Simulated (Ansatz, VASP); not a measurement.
**Os in VASP and in Ansatz**

Contents of INCAR:

```
PREC = Accurate
ENCUT = 520
EDIFF = 1E-6
ISMEAR = -1
SIGMA = 0.05
LREAL = False
LASPH = True
NELM = 60
ALGO = Normal
ISIF = 2
LWAVE = False
LCHARG = False
GGA = PS
NBANDS = 10
```

File KPOINTS:

```
regular mesh
0
Gamma
  14 14 14
```

Contents of POSCAR:

```
Os
1.0
    0.0000000000      1.9831469396      1.9831469396
    1.9831469396      0.0000000000      1.9831469396
    1.9831469396      1.9831469396      0.0000000000
Os
1
Direct
    0.0000000000      0.0000000000      0.0000000000
```

Input for Ansatz:

```yaml
crystal:
  lattice:
    - [0.0, 1.9831469396, 1.9831469396]
    - [1.9831469396, 0.0, 1.9831469396]
    - [1.9831469396, 1.9831469396, 0.0]
  atoms:
    - { symbol: Os, position: [0.0, 0.0, 0.0] }
kpoints:
  mp_grid: { grid: [14, 14, 14] }
  band_path:
    path:
      - [0.0, 0.0, 0.0]
      - [0.5, 0.0, 0.5]
      - [0.625, 0.25, 0.625]
      - [0.375, 0.375, 0.75]
      - [0.0, 0.0, 0.0]
      - [0.5, 0.5, 0.5]
      - [0.5, 0.25, 0.75]
      - [0.5, 0.0, 0.5]
    npoints: 5
scf:
  occupations: { method: fermi_dirac, width: 0.05 }
hamiltonian:
  xc: pbesol
  pseudopotentials: { kind: all_electron, lapw: { basis_error: 0.0005 } }
output:
  forces: true
  stress: true
  eigenvalues: true
```

Change from the starting cell: volume scaled by 1.06.

Alike in both runs: task single point; functional PBEsol; k mesh 14 × 14 × 14; occupations fermi-dirac, width 0.05 eV; no spin polarisation.

```csv
,VASP,Ansatz
version,VASP 6.6.1,Ansatz 0.2.0
potentials or method,"VASP PAW PBE potentials, release 64 (Os)","all-electron LAPW, scalar-relativistic"
plane-wave cutoff (eV),520,see its input
```

```tsv
	VASP	Ansatz	Ansatz less VASP
pressure (GPa)	-36.6	-36.2	+0.39
```

Ansatz ran all-electron here, so the differences hold the error of VASP's frozen core and of both bases.

Caveats: the cell as given lies far from equilibrium; so large a pressure means that the cell lies far from this level's equilibrium, or that cutoff or potentials fall short (VASP); the potentials were made for another functional, which shifts forces and pressure (VASP). Spin-orbit coupling is left out, which matters for the levels of Os.
